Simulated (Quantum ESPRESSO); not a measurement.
# Cu (Fm-3m) in Quantum ESPRESSO: single point with PBEsol

Aim: the single point of Cu with PBEsol.

All numbers are computed with Quantum ESPRESSO 7.5; they aren't measurements. Logs are shortened: lines on timing, memory, paths and dates and some standing lists are left out, and cuts for length are marked.

## Step 1: The structure

It takes space group Fm-3m (No. 225, cubic). Conventional cell: a = 3.615 Å, b = 3.615 Å, c = 3.615 Å, α = 90.00°, β = 90.00°, γ = 90.00°. Around Cu (site symmetry m-3m) lie 12 Cu at 2.56 Å.

## Step 2: Single point, PBEsol

The input, run.py:

```python
import numpy as np
from ase.calculators.espresso import Espresso, EspressoProfile
from ase.io import read

atoms = read('POSCAR')

input_data = {
    'control': {'calculation': 'scf', 'prefix': 'pwscf', 'outdir': './tmp', 'tprnfor': True, 'tstress': True, 'disk_io': 'nowf'},
    'system': {'ecutwfc': 56.0, 'ecutrho': 448.0, 'nbnd': 16, 'occupations': 'smearing', 'smearing': 'fd', 'degauss': 0.00367493},
    'electrons': {'conv_thr': 2e-10, 'electron_maxstep': 120, 'mixing_beta': 0.5},
}
pseudopotentials = {'Cu': 'cu_pbesol_v1.2.uspp.F.UPF'}
profile = EspressoProfile(command='mpirun -n 2 pw.x -nk 2', pseudo_dir='pseudo')
dft = Espresso(profile=profile, input_data=input_data, pseudopotentials=pseudopotentials, kpts=(13, 13, 13), koffset=(0, 0, 0))
atoms.calc = dft

print(f'energy {atoms.get_potential_energy():.8f} eV')
print('forces (eV/A)')
print(np.round(atoms.get_forces(), 6))
print('stress (eV/A^3, Voigt)')
print(np.round(atoms.get_stress(), 8))
print(f'Fermi level {dft.get_fermi_level():.4f} eV')
```

The input, POSCAR:

```
Cu
1.0
    0.0000000000      1.8075000000      1.8075000000
    1.8075000000      0.0000000000      1.8075000000
    1.8075000000      1.8075000000      0.0000000000
Cu
1
Direct
    0.0000000000      0.0000000000      0.0000000000
```

Potentials or basis: GBRV 1.5 PBEsol.

Launch:

```console
> OMP_NUM_THREADS=1 python run.py
```

What it wrote:

```text
energy -5490.06928689 eV
forces (eV/A)
[[0. 0. 0.]]
stress (eV/A^3, Voigt)
[ 0.04106827  0.04106827  0.04106827 -0.         -0.         -0.        ]
Fermi level 16.0549 eV
```

espresso.pwi:

```text
&CONTROL
   calculation      = 'scf'
   tstress          = .true.
   tprnfor          = .true.
   outdir           = './tmp'
   prefix           = 'pwscf'
   disk_io          = 'nowf'
   pseudo_dir       = 'pseudo'
/
&SYSTEM
   nbnd             = 16
   ecutwfc          = 56.0
   ecutrho          = 448.0
   occupations      = 'smearing'
   degauss          = 0.00367493
   smearing         = 'fd'
   ntyp             = 1
   nat              = 1
   ibrav            = 0
/
&ELECTRONS
   electron_maxstep = 120
   conv_thr         = 2e-10
   mixing_beta      = 0.5
/
&IONS
/
&CELL
/
&FCP
/
&RISM
/
ATOMIC_SPECIES
Cu 63.546 cu_pbesol_v1.2.uspp.F.UPF

K_POINTS automatic
13 13 13  0 0 0

CELL_PARAMETERS angstrom
0.00000000000000 1.80750000000000 1.80750000000000
1.80750000000000 0.00000000000000 1.80750000000000
1.80750000000000 1.80750000000000 0.00000000000000

ATOMIC_POSITIONS angstrom
Cu 0.0000000000 0.0000000000 0.0000000000
```

espresso.pwo:

```text
This program is part of the open-source Quantum ESPRESSO suite
     for quantum simulation of materials; please cite
         "P. Giannozzi et al., J. Phys.:Condens. Matter 21 395502 (2009);
         "P. Giannozzi et al., J. Phys.:Condens. Matter 29 465901 (2017);
         "P. Giannozzi et al., J. Chem. Phys. 152 154105 (2020);
     in publications or presentations arising from this work. More details at

Warning: card &CELL ignored
Warning: card &FCP ignored
Warning: card &RISM ignored

     Message from routine setup:
[... 7 lines left out ...]
     --------------------
     sticks:   dense  smooth     PW     G-vecs:    dense   smooth      PW
     Sum         721     361    121                12675     4573     893

     Using Slab Decomposition

     bravais-lattice index     =            0
     lattice parameter (alat)  =       4.8305  a.u.
     unit-cell volume          =      79.7006 (a.u.)^3
     number of atoms/cell      =            1
     number of atomic types    =            1
     number of electrons       =        19.00
     number of Kohn-Sham states=           16
     kinetic-energy cutoff     =      56.0000  Ry
     charge density cutoff     =     448.0000  Ry
     scf convergence threshold =      2.0E-10
     mixing beta               =       0.5000
     number of iterations used =            8  plain     mixing
     Exchange-correlation= SLA  PW   PSX  PSC
                           (   1   4  10   8   0   0   0)

     celldm(1)=   4.830501  celldm(2)=   0.000000  celldm(3)=   0.000000
     celldm(4)=   0.000000  celldm(5)=   0.000000  celldm(6)=   0.000000

     crystal axes: (cart. coord. in units of alat)
               a(1) = (   0.000000   0.707107   0.707107 )
               a(2) = (   0.707107   0.000000   0.707107 )
               a(3) = (   0.707107   0.707107   0.000000 )

     reciprocal axes: (cart. coord. in units 2 pi/alat)
               b(1) = ( -0.707107  0.707107  0.707107 )
               b(2) = (  0.707107 -0.707107  0.707107 )
               b(3) = (  0.707107  0.707107 -0.707107 )

     PseudoPot. # 1 for Cu read from file:
     cu_pbesol_v1.2.uspp.F.UPF
     Pseudo is Ultrasoft + core correction, Zval = 19.0
     Generated by new atomic code, or converted to UPF format
     Using radial grid of  867 points,  6 beta functions with:
                l(1) =   0
                l(2) =   0
                l(3) =   1
                l(4) =   1
                l(5) =   2
                l(6) =   2
     Q(r) pseudized with  8 coefficients,  rinner =    1.150   1.150   1.150
                                                       1.150   1.150

     atomic species   valence    mass     pseudopotential
     Cu               19.00    63.54600     Cu( 1.00)

     48 Sym. Ops., with inversion, found

   Cartesian axes

     site n.     atom                  positions (alat units)
         1        Cu     tau(   1) = (   0.0000000   0.0000000   0.0000000  )

     number of k points=    84  Fermi-Dirac smearing, width (Ry)=  0.0037
                       cart. coord. in units 2pi/alat
        k(    1) = (   0.0000000   0.0000000   0.0000000), wk =   0.0009103
        k(    2) = (   0.0543928   0.0543928  -0.0543928), wk =   0.0072827
        k(    3) = (   0.1087857   0.1087857  -0.1087857), wk =   0.0072827
        k(    4) = (   0.1631785   0.1631785  -0.1631785), wk =   0.0072827
        k(    5) = (   0.2175713   0.2175713  -0.2175713), wk =   0.0072827
        k(    6) = (   0.2719641   0.2719641  -0.2719641), wk =   0.0072827
[... 76 lines left out ...]
        k(   83) = (   0.0000000  -0.4351426   0.6527140), wk =   0.0218480
        k(   84) = (  -0.0543928  -0.3807498   0.7071068), wk =   0.0218480

     Dense  grid:    12675 G-vectors     FFT dimensions: (  36,  36,  36)

     Smooth grid:     4573 G-vectors     FFT dimensions: (  24,  24,  24)

     Check: negative core charge=   -0.000002

     Initial potential from superposition of free atoms

     starting charge      18.0000, renormalised to      19.0000
     Starting wfcs are   13 randomized atomic wfcs +    3 random wfcs

     Self-consistent Calculation

     iteration #  1     ecut=    56.00 Ry     beta= 0.50
     Davidson diagonalization with overlap
     ethr =  1.00E-02,  avg # of iterations =  6.0

     total energy              =    -400.78541226 Ry
     estimated scf accuracy    <       5.43076306 Ry

     iteration #  2     ecut=    56.00 Ry     beta= 0.50
     Davidson diagonalization with overlap
     ethr =  1.00E-02,  avg # of iterations =  3.0

     total energy              =    -402.94648612 Ry
     estimated scf accuracy    <       5.85648097 Ry

     iteration #  3     ecut=    56.00 Ry     beta= 0.50
     Davidson diagonalization with overlap
     ethr =  1.00E-02,  avg # of iterations =  2.0

     total energy              =    -403.52527344 Ry
     estimated scf accuracy    <       0.30187481 Ry

     iteration #  4     ecut=    56.00 Ry     beta= 0.50
     Davidson diagonalization with overlap
     ethr =  1.59E-03,  avg # of iterations =  1.1

     total energy              =    -403.54020838 Ry
     estimated scf accuracy    <       0.11098802 Ry

     iteration #  5     ecut=    56.00 Ry     beta= 0.50
     Davidson diagonalization with overlap
     ethr =  5.84E-04,  avg # of iterations =  1.2

     total energy              =    -403.48433241 Ry
     estimated scf accuracy    <       0.15667122 Ry

     iteration #  6     ecut=    56.00 Ry     beta= 0.50
     Davidson diagonalization with overlap
     ethr =  5.84E-04,  avg # of iterations =  2.0

     total energy              =    -403.51295811 Ry
     estimated scf accuracy    <       0.00214807 Ry

     iteration #  7     ecut=    56.00 Ry     beta= 0.50
     Davidson diagonalization with overlap
     ethr =  1.13E-05,  avg # of iterations =  2.9
[... 32 lines left out ...]
     iteration # 12     ecut=    56.00 Ry     beta= 0.50
     Davidson diagonalization with overlap
     ethr =  3.79E-08,  avg # of iterations =  1.0

     total energy              =    -403.51268548 Ry
     estimated scf accuracy    <       0.00000277 Ry

     iteration # 13     ecut=    56.00 Ry     beta= 0.50
     Davidson diagonalization with overlap
     ethr =  1.46E-08,  avg # of iterations =  1.0

     total energy              =    -403.51268533 Ry
     estimated scf accuracy    <       0.00000130 Ry

     iteration # 14     ecut=    56.00 Ry     beta= 0.50
     Davidson diagonalization with overlap
     ethr =  6.85E-09,  avg # of iterations =  1.0

     total energy              =    -403.51268521 Ry
     estimated scf accuracy    <       0.00000050 Ry

     iteration # 15     ecut=    56.00 Ry     beta= 0.50
     Davidson diagonalization with overlap
     ethr =  2.62E-09,  avg # of iterations =  1.0

     total energy              =    -403.51268528 Ry
     estimated scf accuracy    <          9.0E-10 Ry

     iteration # 16     ecut=    56.00 Ry     beta= 0.50
     Davidson diagonalization with overlap
     ethr =  4.72E-12,  avg # of iterations =  3.8

     End of self-consistent calculation

          k = 0.0000 0.0000 0.0000 (   537 PWs)   bands (ev):

   -96.3397 -53.8199 -53.8199 -53.8199   6.4292  12.8880  12.8880  12.8880
    13.7243  13.7243  38.4463  41.0406  41.0406  41.0406  43.5619  43.5619

          k = 0.0544 0.0544-0.0544 (   549 PWs)   bands (ev):

   -96.3389 -53.8261 -53.8208 -53.8208   6.6449  12.8417  12.9284  12.9284
    13.7087  13.7087  37.0104  39.3550  40.4345  40.4345  44.4678  44.4678

          k = 0.1088 0.1088-0.1088 (   552 PWs)   bands (ev):

   -96.3366 -53.8435 -53.8234 -53.8234   7.2774  12.7283  13.0159  13.0159
    13.6941  13.6941  33.1601  38.9352  39.5221  39.5221  45.4128  45.8963

          k = 0.1632 0.1632-0.1632 (   564 PWs)   bands (ev):

   -96.3335 -53.8680 -53.8271 -53.8271   8.2694  12.6274  13.0527  13.0527
    13.7694  13.7694  29.2403  38.4736  38.7838  38.7838  44.7756  45.4279

          k = 0.2176 0.2176-0.2176 (   568 PWs)   bands (ev):

   -96.3301 -53.8939 -53.8310 -53.8310   9.4518  12.7165  12.9964  12.9964
    13.9581  13.9581  25.5938  37.8556  38.2744  38.2744  43.0332  43.0332

          k = 0.2720 0.2720-0.2720 (   565 PWs)   bands (ev):

   -96.3273 -53.9154 -53.8343 -53.8343  10.3879  12.9133  12.9133  13.3686
    14.1622  14.1622  22.3802  37.2963  37.9791  37.9791  41.7302  41.7302

          k = 0.3264 0.3264-0.3264 (   571 PWs)   bands (ev):

   -96.3257 -53.9275 -53.8361 -53.8361  10.7462  12.8596  12.8596  14.2887
    14.2887  14.5304  20.0358  36.9749  37.8559  37.8559  41.0308  41.0308

          k = 0.1088-0.0000 0.0000 (   556 PWs)   bands (ev):

   -96.3386 -53.8259 -53.8223 -53.8223   6.7166  12.8020  12.9567  12.9567
    13.6467  13.7557  37.6052  38.8789  38.8789  39.9870  45.0151  45.8526

          k = 0.1632 0.0544-0.0544 (   557 PWs)   bands (ev):

   -96.3369 -53.8389 -53.8253 -53.8240   7.2097  12.6939  13.0422  13.0461
    13.5764  13.7839  34.6290  37.6030  37.9339  40.8192  43.8841  45.6257
[... 346 lines left out ...]
          k =-0.1088-0.4351 0.6527 (   565 PWs)   bands (ev):

   -96.3216 -53.9046 -53.8789 -53.8564  11.6972  12.0157  12.6846  13.7641
    14.3235  18.7001  23.0732  26.2358  26.7498  40.2063  43.9134  46.8915

          k =-0.0544-0.3807 0.5983 (   561 PWs)   bands (ev):

   -96.3214 -53.8993 -53.8869 -53.8556  11.8628  12.1016  12.5215  13.6601
    14.3186  20.2725  21.2268  25.2947  27.5198  40.7731  44.8970  47.9165

          k = 0.0000-0.3264 0.5439 (   565 PWs)   bands (ev):

   -96.3221 -53.9004 -53.8827 -53.8518  11.8724  12.2679  12.2734  13.6711
    14.1957  18.1980  23.4184  25.1906  28.7147  41.4974  43.4777  47.2681

          k =-0.0544-0.4895 0.7071 (   570 PWs)   bands (ev):

   -96.3210 -53.9100 -53.8745 -53.8611  11.4640  11.8140  13.1484  13.9299
    14.4220  18.9851  24.1671  25.0185  26.1611  38.9038  41.3331  49.6593

          k = 0.0000-0.4351 0.6527 (   562 PWs)   bands (ev):

   -96.3209 -53.9030 -53.8836 -53.8604  11.6505  11.9840  12.8258  13.7741
    14.4203  20.6026  22.6865  23.8195  26.4542  40.0583  44.2046  47.6464

          k =-0.0544-0.3807 0.7071 (   556 PWs)   bands (ev):

   -96.3210 -53.8972 -53.8883 -53.8608  11.7533  12.2320  12.4727  13.6937
    14.4214  20.7277  22.6865  24.6767  25.1183  43.0232  43.9047  46.0774

     the Fermi energy is    16.0549 ev

!    total energy              =    -403.51268528 Ry
     estimated scf accuracy    <          5.7E-11 Ry
     smearing contrib. (-TS)   =      -0.00019909 Ry
     internal energy E=F+TS    =    -403.51248619 Ry

     The total energy is F=E-TS. E is the sum of the following terms:
     one-electron contribution =    -268.18335805 Ry
     hartree contribution      =     145.34645534 Ry
     xc contribution           =     -38.39070562 Ry
     ewald contribution        =    -242.28487785 Ry

     convergence has been achieved in  16 iterations

     Forces acting on atoms (cartesian axes, Ry/au):

     atom    1 type  1   force =     0.00000000    0.00000000    0.00000000

     Total force =     0.000000     Total SCF correction =     0.000000

     Computing stress (Cartesian axis) and pressure

          total   stress  (Ry/bohr**3)                   (kbar)     P=      -65.80
  -0.00044729   0.00000000   0.00000000          -65.80        0.00        0.00
   0.00000000  -0.00044729   0.00000000            0.00      -65.80        0.00
   0.00000000   0.00000000  -0.00044729            0.00        0.00      -65.80

=------------------------------------------------------------------------------=
   JOB DONE.
=------------------------------------------------------------------------------=
```

Run time: 8.9 s. Hardware: 2 MPI ranks of Arm Neoverse V2, shared host; peak memory 0.16 GiB.

What came out:

* Free energy: -5490.0698 eV
* Pressure: -6.6 GPa
* Band gap on the k mesh: none (metal or under the smearing width)

## Step 3: The reference run

An earlier run on the cell as given: functional PBEsol; potentials or basis GBRV 1.5 PBEsol; cutoff 762 eV; density cutoff 6095 eV; k mesh 13 × 13 × 13; occupations fermi-dirac, width 0.05 eV; no spin polarisation.

* Pressure: -6.6 GPa
* Band gap on the k mesh: none (metal or under the smearing width)
